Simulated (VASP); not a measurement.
# CdO2 (P-3m1) in VASP: convergence with k mesh

Aim: find how far k mesh must go before the results for CdO2 settle, at r2SCAN. This setting moves, with any that are tied to it; all else stays.

All numbers are computed with VASP 6.6.1; they aren't measurements. Logs are shortened: lines on timing, memory, paths and dates and some standing lists are left out, and cuts for length are marked.

## (1) Starting point

It takes space group P-3m1 (No. 164, trigonal). Conventional cell: a = 3.476 Å, b = 3.476 Å, c = 4.148 Å, α = 90.00°, β = 90.00°, γ = 120.00°. Around Cd (site symmetry -3m) lie 6 O at 2.25 Å. O (site symmetry 3m) has 3 Cd at 2.25 Å as nearest neighbours.

The cell comes from a database or a generator and needn't be the stable form of this composition.

## (2) With k mesh 2 × 2 × 2

INCAR reads:

```
PREC = Accurate
ENCUT = 400
EDIFF = 1E-7
ISMEAR = 0
SIGMA = 0.02
LREAL = F
LASPH = T
NELM = 100
ALGO = Normal
ISIF = 2
LWAVE = F
LCHARG = F
METAGGA = R2SCAN
LMIXTAU = T
```

KPOINTS reads:

```
regular mesh
0
Gamma
  2 2 2
```

POSCAR reads:

```
CdO2
1.0
    3.4762295762      0.0000000000      0.0000000000
   -1.7381147881      3.0105031223      0.0000000000
    0.0000000000      0.0000000000      4.1480760000
Cd O
1 2
Direct
    0.0000000000      0.0000000000      0.0000000000
    0.3333333333      0.6666666667      0.2442190000
    0.6666666667      0.3333333333      0.7557810000
```

Potentials or basis: VASP PAW PBE potentials, release 64 (Cd, O_s).

Started as:

```
$ cat potpaw_PBE.64/Cd/POTCAR potpaw_PBE.64/O_s/POTCAR > POTCAR
$ mpirun -np 1 vasp_std > vasp.out
```

Wall time 23 s (1 thread of Intel Xeon Platinum 8488C (Sapphire Rapids), shared host); peak memory 0.14 GiB.

What came out:

* Free energy: -31.4961 eV
* Pressure: -8.9 GPa
* Largest force: 0.051 eV/Å
* Band gap on the k mesh: none (metal or under the smearing width)

## (3) With k mesh 3 × 3 × 2

INCAR is that of step 2.

KPOINTS reads:

```
regular mesh
0
Gamma
  3 3 2
```

POSCAR is that of step 2.

Potentials or basis: VASP PAW PBE potentials, release 64 (Cd, O_s).

Started as:

```
$ cat potpaw_PBE.64/Cd/POTCAR potpaw_PBE.64/O_s/POTCAR > POTCAR
$ mpirun -np 1 vasp_std > vasp.out
```

Run time: 19 s. Hardware: 1 thread of Intel Xeon Platinum 8488C (Sapphire Rapids), shared host; peak memory 0.14 GiB.

Results:

* Free energy: -31.7266 eV
* Pressure: -8.8 GPa
* Largest force: 0.011 eV/Å
* Band gap on the k mesh: none (metal or under the smearing width)

## (4) With k mesh 4 × 4 × 3

INCAR is that of step 3.

KPOINTS reads:

```
regular mesh
0
Gamma
  4 4 3
```

POSCAR is that of step 3.

Started as:

```
$ cat potpaw_PBE.64/Cd/POTCAR potpaw_PBE.64/O_s/POTCAR > POTCAR
$ mpirun -np 1 vasp_std > vasp.out
```

It took 38 s on 1 thread of Intel Xeon Platinum 8488C (Sapphire Rapids), shared host; peak memory 0.14 GiB.

Results:

- Free energy: -31.7157 eV
- Pressure: -9.3 GPa
- Largest force: 0.127 eV/Å
- Band gap on the k mesh: none (metal or under the smearing width)

## (5) With k mesh 5 × 5 × 4

INCAR is that of step 4.

KPOINTS reads:

```
regular mesh
0
Gamma
  5 5 4
```

POSCAR is that of step 4.

Started as:

```
$ cat potpaw_PBE.64/Cd/POTCAR potpaw_PBE.64/O_s/POTCAR > POTCAR
$ mpirun -np 1 vasp_std > vasp.out
```

Run time: 33 s. Hardware: 1 thread of Intel Xeon Platinum 8488C (Sapphire Rapids), shared host; peak memory 0.14 GiB.

What came out:

```yaml
Free_energy: -31.7417 eV
Pressure: -9.2 GPa
Largest_force: 0.051 eV/Å
Band_gap_on_the_k_mesh: none (metal or under the smearing width)
```

## (6) With k mesh 6 × 6 × 5

INCAR is that of step 5.

KPOINTS reads:

```
regular mesh
0
Gamma
  6 6 5
```

POSCAR is that of step 5.

Potentials or basis: VASP PAW PBE potentials, release 64 (Cd, O_s).

Started as:

```
$ cat potpaw_PBE.64/Cd/POTCAR potpaw_PBE.64/O_s/POTCAR > POTCAR
$ mpirun -np 1 vasp_std > vasp.out
```

It took 45 s on 1 thread of Intel Xeon Platinum 8488C (Sapphire Rapids), shared host; peak memory 0.14 GiB.

Results:

| Property | Result |
| --- | --- |
| Free energy | -31.7189 eV |
| Pressure | -9.1 GPa |
| Largest force | 0.086 eV/Å |
| Band gap on the k mesh | none (metal or under the smearing width) |

## (7) With k mesh 8 × 8 × 6

INCAR is that of step 6.

KPOINTS reads:

```
regular mesh
0
Gamma
  8 8 6
```

POSCAR is that of step 6.

Started as:

```
$ cat potpaw_PBE.64/Cd/POTCAR potpaw_PBE.64/O_s/POTCAR > POTCAR
$ mpirun -np 1 vasp_std > vasp.out
```

Wall time 86 s (1 thread of Intel Xeon Platinum 8488C (Sapphire Rapids), shared host); peak memory 0.15 GiB.

What came out:

| Item | Value |
| --- | --- |
| Free energy | -31.7226 eV |
| Pressure | -9.0 GPa |
| Largest force | 0.096 eV/Å |
| Band gap on the k mesh | none (metal or under the smearing width) |

## (8) With k mesh 10 × 10 × 7

INCAR is that of step 7.

KPOINTS reads:

```
regular mesh
0
Gamma
  10 10 7
```

POSCAR is that of step 7.

Started as:

```
$ cat potpaw_PBE.64/Cd/POTCAR potpaw_PBE.64/O_s/POTCAR > POTCAR
$ mpirun -np 1 vasp_std > vasp.out
```

Wall time 2 min (1 thread of Intel Xeon Platinum 8488C (Sapphire Rapids), shared host); peak memory 0.16 GiB.

What came out:

| Quantity | Value |
| --- | --- |
| Free energy | -31.7247 eV |
| Pressure | -9.1 GPa |
| Largest force | 0.117 eV/Å |
| Band gap on the k mesh | none (metal or under the smearing width) |

## (9) With k mesh 12 × 12 × 9

INCAR is that of step 8.

KPOINTS reads:

```
regular mesh
0
Gamma
  12 12 9
```

POSCAR is that of step 8.

Potentials or basis: VASP PAW PBE potentials, release 64 (Cd, O_s).

Started as:

```
$ cat potpaw_PBE.64/Cd/POTCAR potpaw_PBE.64/O_s/POTCAR > POTCAR
$ mpirun -np 1 vasp_std > vasp.out
```

Run time: 2.9 min. Hardware: 1 thread of Intel Xeon Platinum 8488C (Sapphire Rapids), shared host; peak memory 0.19 GiB.

Results:

| Item | Value |
| --- | --- |
| Free energy | -31.7241 eV |
| Pressure | -9.1 GPa |
| Largest force | 0.127 eV/Å |
| Band gap on the k mesh | none (metal or under the smearing width) |

## (10) With k mesh 14 × 14 × 11

INCAR is that of step 9.

KPOINTS reads:

```
regular mesh
0
Gamma
  14 14 11
```

POSCAR is that of step 9.

Potentials or basis: VASP PAW PBE potentials, release 64 (Cd, O_s).

Started as:

```
$ cat potpaw_PBE.64/Cd/POTCAR potpaw_PBE.64/O_s/POTCAR > POTCAR
$ mpirun -np 1 vasp_std > vasp.out
```

OUTCAR:

```text
PREC = Accurate
   ENCUT = 400
   EDIFF = 1E-7
   ISMEAR = 0
   LREAL = F
   LASPH = T
   NELM = 100
   ISIF = 2
   METAGGA = R2SCAN

 ion  position               nearest neighbor table
   1  0.000  0.000  0.000-   2 2.25   3 2.25   2 2.25   3 2.25   3 2.25   2 2.25
   2  0.333  0.667  0.244-   1 2.25   1 2.25   1 2.25
   3  0.667  0.333  0.756-   1 2.25   1 2.25   1 2.25

  LATTYP: Found a hexagonal cell.
 ALAT       =     3.4762295762
 C/A-ratio  =     1.1932687152

  Lattice vectors:

 A1 = (   3.4762295762,   0.0000000000,   0.0000000000)
 A2 = (  -1.7381147881,   3.0105031223,   0.0000000000)
 A3 = (   0.0000000000,   0.0000000000,   4.1480760000)

Analysis of symmetry for initial positions (statically):
=====================================================================
 Subroutine PRICEL returns:
 Original cell was already a primitive cell.

 Routine SETGRP: Setting up the symmetry group for a
 hexagonal supercell.

 Subroutine GETGRP returns: Found 12 space group operations
 (whereof 12 operations were pure point group operations)
 out of a pool of 24 trial point group operations.

The static configuration has the point symmetry D_3d.

Analysis of symmetry for dynamics (positions and initial velocities):
=====================================================================
 Subroutine PRICEL returns:
 Original cell was already a primitive cell.

 Routine SETGRP: Setting up the symmetry group for a
 hexagonal supercell.

 Subroutine GETGRP returns: Found 12 space group operations
 (whereof 12 operations were pure point group operations)
 out of a pool of 24 trial point group operations.

The dynamic configuration has the point symmetry D_3d.

 Subroutine INISYM returns: Found 12 space group operations
 (whereof 12 operations are pure point group operations),
 and found     1 'primitive' translations

----------------------------------------------------------------------------------------

                                     Primitive cell

  volume of cell :      43.4104

  direct lattice vectors                    reciprocal lattice vectors
     3.476229576  0.000000000  0.000000000     0.287667997  0.166085196  0.000000000
    -1.738114788  3.010503122  0.000000000     0.000000000  0.332170391  0.000000000
     0.000000000  0.000000000  4.148076000     0.000000000  0.000000000  0.241075622

  length of vectors
     3.476229576  3.476229576  4.148076000     0.332170391  0.332170391  0.241075622

  position of ions in fractional coordinates (direct lattice)
     0.000000000  0.000000000  0.000000000
     0.333333333  0.666666667  0.244219000
     0.666666667  0.333333333  0.755781000

  ion indices of the primitive-cell ions
   primitive index   ion index
                 1           1
                 2           2
                 3           3

----------------------------------------------------------------------------------------

 KPOINTS: regular mesh

Automatic generation of k-mesh.
 Grid dimensions read from file:
 generate k-points for:   14   14   11

 Generating k-lattice:

  Cartesian coordinates                     Fractional coordinates (reciprocal lattice)
     0.020547714  0.011863228  0.000000000     0.071428571  0.000000000  0.000000000
     0.000000000  0.023726457  0.000000000     0.000000000  0.071428571  0.000000000
     0.000000000  0.000000000  0.021915966     0.000000000  0.000000000  0.090909091

  Length of vectors
     0.023726457  0.023726457  0.021915966

  Shift w.r.t. Gamma in fractional coordinates (k-lattice)
     0.000000000  0.000000000  0.000000000

 Subroutine IBZKPT returns following result:
 ===========================================

 Found    224 irreducible k-points:

 Following reciprocal coordinates:
            Coordinates               Weight
  0.000000  0.000000  0.000000      1.000000
  0.071429  0.000000  0.000000      6.000000
  0.142857  0.000000  0.000000      6.000000
  0.214286 -0.000000  0.000000      6.000000
  0.285714  0.000000  0.000000      6.000000
  0.357143  0.000000  0.000000      6.000000
[... 16 lines left out ...]
  0.285714  0.285714  0.000000      6.000000
  0.357143  0.285714  0.000000      6.000000
 [... further k-points ...]
   k-points           NKPTS =    224   k-points in BZ     NKDIM =    224   number of bands    NBANDS=     16
   number of dos      NEDOS =    301   number of ions     NIONS =      3
   total plane-waves  NPLWV =  16128
   dimension x,y,z NGX =    24 NGY =   24 NGZ =   28
   dimension x,y,z NGXF=    48 NGYF=   48 NGZF=   56
   ions per type =               1   2
   NGX,Y,Z   is equivalent  to a cutoff of  11.48, 11.48, 11.22 a.u.
   NGXF,Y,Z  is equivalent  to a cutoff of  22.96, 22.96, 22.44 a.u.
 SYSTEM =  unknown system
   PREC   = accura    normal or accurate (medium, high low for compatibility)
   ISTART =      0    job   : 0-new  1-cont  2-samecut
   ICHARG =      2    charge: 1-file 2-atom 10-const
   ISPIN  =      1    spin polarized calculation?
   LNONCOLLINEAR =      F non collinear calculations
   LSORBIT =      F    spin-orbit coupling
   LASPH  =      T    aspherical Exc in radial PAW
   ENCUT  =  400.0 eV  29.40 Ry    5.42 a.u.   5.67  5.67  6.76*2*pi/ulx,y,z
   NELM   =    100;   NELMIN=  2; NELMDL= -5     # of ELM steps
   EDIFF  = 0.1E-06   stopping-criterion for ELM
   LREAL  =      F    real-space projection
   EDIFFG = 0.1E-05   stopping-criterion for IOM
   NSW    =      0    number of steps for IOM
   IBRION =     -1    ionic relax: 0-MD 1-quasi-New 2-CG
   NFREE  =      0    steps in history (QN), initial steepest desc. (CG)
   ISIF   =      2    stress and relaxation
   ISYM   =      2    0-nonsym 1-usesym 2-fastsym
   POTIM  = 0.5000    time-step for ionic-motion
   TEBEG  =    0.0;   TEEND  =   0.0 temperature during run
   PSTRESS=    0.0 pullay stress
   NELECT =      24.0000    total number of electrons
   NUPDOWN=      -1.0000    fix difference up-down
   EMIN   =  10.00;   EMAX   =-10.00  energy-range for DOS
   EFERMI =   0.00;   METHOD = LEGACY
   ISMEAR =     0;   SIGMA  =   0.02  broadening in eV -4-tet -1-fermi 0-gaus
   EFERMI_NEDOS =   21; number of points for ismear=-14 and -15
   IALGO  =     38    algorithm
   IMIX   =      4    mixing-type and parameters
     AMIX     =   0.40;   BMIX     =  1.00
     AMIX_MAG =   1.60;   BMIX_MAG =  1.00
  volume/ion in A,a.u.               =      14.47        97.65
  Fermi-wavevector in a.u.,A,eV,Ry     =   1.343632  2.539097 24.563255  1.805348
  Thomas-Fermi vector in A             =   2.471691
   LORBIT       =      0    0 simple, 1 ext, 2 COOP (PROOUT), +10 PAW based schemes
   METAGGA = R2SCAN    functional components
   LHFCALC =     F    Hartree Fock is set to
   AEXX    =    0.0000 exact exchange contribution
   IVDW    =     0    specifies the selected vdW correction
   LEPSILON=     F    determine dielectric tensor
   LRPA    =     F    only Hartree local field effects (RPA)
 non-spin polarized calculation
 Gauss-broadening in eV      SIGMA  =   0.02
  energy-cutoff  :      400.00
  volume of cell :       43.41
 maximum number of plane-waves:       802
 NGX is ok and might be reduce to    24
   NGX = 11   NGY = 11   NGZ = 13

 number of electron      24.0000008 magnetization

 Free energy of the ion-electron system (eV)
  ---------------------------------------------------
  ext. energy  EPLUGINS =         0.00000000
  ---------------------------------------------------
  free energy    TOTEN  =       -31.72352767 eV

  energy without entropy =      -31.72258393  energy(sigma->0) =      -31.72305580

 E-fermi :  -0.6684     XC(G=0): -10.7589

 val. band max:       -0.6695410282   @ k =   0.3571   0.1429   0.0909
 cond. band min:      -0.6683200563   @ k =   0.0000   0.0714   0.1818
 fundamental gap:      0.0012209719
 Fermi energy:        -0.6684327693

 k-point     1 :       0.0000    0.0000    0.0000
  band No.  band energies     occupation
      1     -18.8457      2.00000
      2     -17.4816      2.00000
      3      -8.1052      2.00000
      4      -8.1052      2.00000
      5      -7.7497      2.00000
      6      -7.1516      2.00000
[... 8 lines left out ...]
     15       8.5094      0.00000
     16      13.9115      0.00000
[... 419 lines left out ...]
 k-point    24 :       0.3571    0.2857    0.0000
  band No.  band energies     occupation
      1     -18.0577      2.00000
      2     -18.0135      2.00000
      3      -7.5110      2.00000
      4      -7.4797      2.00000
      5      -7.1913      2.00000
      6      -7.1165      2.00000
[... 8 lines left out ...]
     15      10.5326      0.00000
     16      11.2673      0.00000

 [... further k-points ...]

------------------------ aborting loop because EDIFF is reached ----------------------------------------

  FORCE on cell =-STRESS in cart. coord.  units (eV):
  Direction    XX          YY          ZZ          XY          YZ          ZX
  --------------------------------------------------------------------------------------
  -------------------------------------------------------------------------------------
  Total       -2.4220637     -2.4220637     -2.5444974     -0.0000000     -0.0000000      0.0000000
  in kB      -89.3926705    -89.3926705    -93.9114083     -0.0000000     -0.0000000      0.0000000
  external PRESSURE =     -90.8989165 kB  Pullay stress =       0.0000000 kB

 VOLUME and BASIS-vectors are now :
 -----------------------------------------------------------------------------
  energy-cutoff  :      400.00
  volume of cell :       43.41
      direct lattice vectors                 reciprocal lattice vectors
     3.476229576  0.000000000  0.000000000     0.287667997  0.166085196  0.000000000
    -1.738114788  3.010503122  0.000000000     0.000000000  0.332170391  0.000000000
     0.000000000  0.000000000  4.148076000     0.000000000  0.000000000  0.241075622

 POSITION                                       TOTAL-FORCE (eV/Angst)
 -----------------------------------------------------------------------------------
      0.00000      0.00000      0.00000        -0.000000      0.000000      0.000000
     -0.00000      2.00700      1.01304         0.000000      0.000000     -0.131848
      1.73811      1.00350      3.13504        -0.000000     -0.000000      0.131848
 -----------------------------------------------------------------------------------
    total drift:                                0.000000     -0.000000     -0.000000

  FREE ENERGIE OF THE ION-ELECTRON SYSTEM (eV)
  ---------------------------------------------------
  free  energy   TOTEN  =       -31.7235276733 eV

  energy  without entropy=      -31.7225839336  energy(sigma->0) =      -31.72305580
```

It took 4.7 min on 1 thread of Intel Xeon Platinum 8488C (Sapphire Rapids), shared host; peak memory 0.23 GiB.

Results:

- Free energy: -31.7235 eV
- Pressure: -9.1 GPa
- Largest force: 0.132 eV/Å
- Band gap on the k mesh: none (metal or under the smearing width)

## (11) Summary

```
      k mesh  energy less the tightest run, at zero smearing (meV/atom)  pressure (GPa)  largest force (eV/Å)  SCF cycles  CPU time (s)  peak memory (GiB)
   2 × 2 × 2                                                      76.74           -8.87                 0.051          25            22               0.14
   3 × 3 × 2                                                      -0.32           -8.83                 0.011          22            18               0.14
   4 × 4 × 3                                                       2.99           -9.32                 0.127          24            37               0.14
   5 × 5 × 4                                                      -6.03           -9.18                 0.051          23            32               0.14
   6 × 6 × 5                                                       1.65           -9.07                 0.086          23            44               0.14
   8 × 8 × 6                                                       0.35           -9.01                 0.096          24            85               0.15
 10 × 10 × 7                                                      -0.38           -9.10                 0.117          24           120               0.16
 12 × 12 × 9                                                      -0.21           -9.11                 0.127          20           170               0.19
14 × 14 × 11                                                       0.00           -9.09                 0.132          19           280               0.23
```

Against the tightest run, the energy stays within 1 meV/atom from 8 × 8 × 6 on; the pressure stays within 0.1 GPa from 5 × 5 × 4 on. Not settled before the last step: the largest force (to 0.005 eV/Å). Meshes of other sizes hit other points, so gaps and Fermi surfaces needn't settle smoothly. The tightest run that finished is the yardstick and may itself not be fully converged.

Caveats: the PAW data sets were made with another functional, which shifts forces and pressure a little.
